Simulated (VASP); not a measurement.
# CdS (Fm-3m) in VASP: a series of runs, part 2 of 2

VASP 6.6.1.

## (3) G0W0 quasiparticle levels, PBE

POSCAR

```
CdS
1.0
    0.0000000000      2.7532440000      2.7532440000
    2.7532440000      0.0000000000      2.7532440000
    2.7532440000      2.7532440000      0.0000000000
Cd S
1 1
Direct
    0.0000000000      0.0000000000      0.0000000000
    0.5000000000      0.5000000000      0.5000000000
```

INCAR.step1

```
SYSTEM = CdS
  PREC = Accurate
  ENCUT = 450
  EDIFF = 1E-8
  ISMEAR = 0
  SIGMA = 0.01
  LREAL = .FALSE.
  LASPH = .TRUE.
  NELM = 80
  ALGO = Fast
  LWAVE = .TRUE.
  LCHARG = .FALSE.
  GGA = PE
```

INCAR.step2

```
SYSTEM = CdS
  PREC = Accurate
  ENCUT = 450
  EDIFF = 1E-8
  ISMEAR = 0
  SIGMA = 0.01
  LREAL = .FALSE.
  LASPH = .TRUE.
  NELM = 1
  ALGO = Exact
  LWAVE = .TRUE.
  LCHARG = .FALSE.
  GGA = PE
  NBANDS = 59
  LOPTICS = .TRUE.
  ISTART = 1
```

INCAR.step3

```
SYSTEM = CdS
  PREC = Accurate
  ENCUT = 450
  EDIFF = 1E-8
  ISMEAR = 0
  SIGMA = 0.01
  LREAL = .FALSE.
  LASPH = .TRUE.
  ALGO = EVGW0
  LWAVE = .FALSE.
  LCHARG = .FALSE.
  GGA = PE
  NELMGW = 1
  NBANDS = 59
  ENCUTGW = 150
  NOMEGA = 12
  PRECFOCK = Fast
  ISTART = 1
  NBANDSGW = 17
```

KPOINTS

```
regular mesh
0
G
  3 3 3
  0 0 0
```

Potentials or basis: VASP PAW PBE potentials, release 64 (Cd_GW, S_GW).

The run is started by

```sh
$ cat potpaw_PBE.64/Cd_GW/POTCAR potpaw_PBE.64/S_GW/POTCAR > POTCAR
$ cp INCAR.step1 INCAR
$ mpirun -np 1 vasp_std > vasp.out
$ cp INCAR.step2 INCAR
$ mpirun -np 1 vasp_std > vasp.out
$ cp INCAR.step3 INCAR
$ mpirun -np 1 vasp_std > vasp.out
```

OUTCAR:

```text
SYSTEM = CdS
   PREC = Accurate
   ENCUT = 450
   EDIFF = 1E-8
   ISMEAR = 0
   LREAL = .FALSE.
   LASPH = .TRUE.
   GGA = PE
   NELMGW = 1
   ENCUTGW = 150
   PRECFOCK = Fast
   ISTART = 1

 Found      4 irreducible k-points:

 Following reciprocal coordinates:
            Coordinates               Weight
  0.000000  0.000000  0.000000      1.000000
  0.333333  0.000000  0.000000      8.000000
  0.333333  0.333333  0.000000      6.000000
 -0.333333  0.333333  0.000000     12.000000
   k-points           NKPTS =      4   k-points in BZ     NKDIM =     27   number of bands    NBANDS=     59
   number of dos      NEDOS =    301   number of ions     NIONS =      2
   total plane-waves  NPLWV =  21952
   dimension x,y,z NGX =    28 NGY =   28 NGZ =   28
   dimension x,y,z NGXF=    56 NGYF=   56 NGZF=   56
   ions per type =               1   1
   NGX,Y,Z   is equivalent  to a cutoff of  11.95, 11.95, 11.95 a.u.
   NGXF,Y,Z  is equivalent  to a cutoff of  23.91, 23.91, 23.91 a.u.
 SYSTEM =  CdS
   PREC   = accura    normal or accurate (medium, high low for compatibility)
   ISTART =      1    job   : 0-new  1-cont  2-samecut
   ICHARG =      0    charge: 1-file 2-atom 10-const
   ISPIN  =      1    spin polarized calculation?
[... 31 lines left out ...]
   LHFCALC =     T    Hartree Fock is set to
   PRECFOCK=fast      Normal, Fast or Accurate (Low or Medium for compatibility)
   ENCUT4O =  -1.0   cutoff for four orbital integrals eV
   NKREDX  =     1    reduce k-point grid by
   NKREDY  =     1    reduce k-point grid by
   NKREDZ  =     1    reduce k-point grid by
   AEXX    =    1.0000 exact exchange contribution
   HFSCREEN=    0.0000 screening length (either q_TF or 0.3 A-1)
   HFSCREENC=   0.0000 screening length for correlation (either q_TF or 0.3 A-1)
   ENCUTFOCK=  -1.0 apply spherical cutoff to Coloumb kernel
   IVDW    =     0    specifies the selected vdW correction
   LEPSILON=     F    determine dielectric tensor
   LRPA    =     F    only Hartree local field effects (RPA)
   LRPAFORCE           =     F    calculate RPA forces
   ENCUTGW             = 150.0    cutoff for response function in eV
   ENCUTGWSOFT         = 120.0    soft cutoff for Coulomb kernel in GW response function in eV
   ENCUTLF             =  -1.0    cutoff for local field effects
   NELMGW              =     1    number of iterations in solving QP/BSE equation
   NELMHF              =     1    number of iterations in the inner HF iteration
   NKREDLFX            =     1    NKREDLFY  =   1   NKREDLFZ  =   1
 non-spin polarized calculation
 Gauss-broadening in eV      SIGMA  =   0.01
  energy-cutoff  :      450.00
  volume of cell :       41.74
 maximum number of plane-waves:       906
  NGX = 16; NGY = 16; NGZ = 16
   NGX = 13   NGY = 13   NGZ = 13
 maximum number of plane-waves:       176

 QP shifts <psi_nk| G(iteration)W_0 |psi_nk>: iteration 1
 for sc-GW calculations column KS-energies equals QP-energies in previous step
 and V_xc(KS)=  KS-energies - (<T + V_ion + V_H > + <T+V_H+V_ion>^1  + <V_x>^1)

 k-point   1 :       0.0000    0.0000    0.0000
  band No.  KS-energies  QP-energies   sigma(KS)   V_xc(KS)     V^pw_x(r,r')   Z            occupation Imag(sigma)

      1      -8.2276      -8.3458     -12.8542     -12.6774     -20.6295       0.6688       2.0000       1.0935
      2      -3.3314      -4.9930     -17.6929     -15.3689     -23.1447       0.7150       2.0000      -0.3855
      3      -3.3314      -4.9930     -17.6929     -15.3689     -23.1447       0.7150       2.0000      -0.3855
      4      -3.3314      -4.9930     -17.6929     -15.3689     -23.1447       0.7150       2.0000      -0.3855
      5      -3.3250      -4.9899     -17.8225     -15.5047     -23.4091       0.7183       2.0000      -0.3214
      6      -3.3250      -4.9899     -17.8225     -15.5047     -23.4091       0.7183       2.0000      -0.3214
[... 317 lines left out ...]
      3      -5.6106      -5.6470     -17.2965      11.6352     -22.7524       0.7173       2.0000      -0.3244
      4      -5.5122      -5.5494     -17.6241      12.0601     -23.0690       0.7179       2.0000      -0.3778
      5      -5.4284      -5.4660     -17.9387      12.4580     -23.3913       0.7183       2.0000      -0.4227
      6      -4.8934      -4.9230     -17.7168      12.7824     -23.2646       0.7226       2.0000      -0.2635
[... 9 lines left out ...]
     16      20.7726      20.7758     -10.1799      30.9567      -3.9642       0.7792       0.0000      -1.0507
     17      22.0543      22.0564     -10.1862      32.2432      -4.0494       0.7908       0.0000      -1.1414
```

OUTCAR.step1:

```text
SYSTEM = CdS
   PREC = Accurate
   ENCUT = 450
   EDIFF = 1E-8
   ISMEAR = 0
   LREAL = .FALSE.
   LASPH = .TRUE.
[... 171 lines left out ...]
      0.00000      0.00000      0.00000         0.000000      0.000000      0.000000
      2.75324      2.75324      2.75324        -0.000000     -0.000000     -0.000000
 -----------------------------------------------------------------------------------
    total drift:                                0.000000      0.000000      0.000000

  FREE ENERGIE OF THE ION-ELECTRON SYSTEM (eV)
  ---------------------------------------------------
  free  energy   TOTEN  =        -5.6339770533 eV

  energy  without entropy=       -5.6339770533  energy(sigma->0) =       -5.63397705
```

Wall time 30 s (1 thread of Intel Xeon 6975P-C (Granite Rapids), shared host); peak memory 0.23 GiB.

These settings aren't checked as converged: the numbers below hold their error.

What came out:

```
Band gap on the k mesh, mean-field level : 0.97 eV, indirect (least direct gap 1.47 eV)
Quasiparticle gap                        : 1.62 eV
```

Caveat: the k mesh is coarse (spacing up to 0.66 Å⁻¹), so the values aren't converged; bands, screening cutoff and mesh are small and nothing is extrapolated, so the quasiparticle values aren't converged; the log holds further tables after the one-shot step; the gap given is that of the first; an odd mesh through Γ misses points on the zone boundary, where band edges often lie.
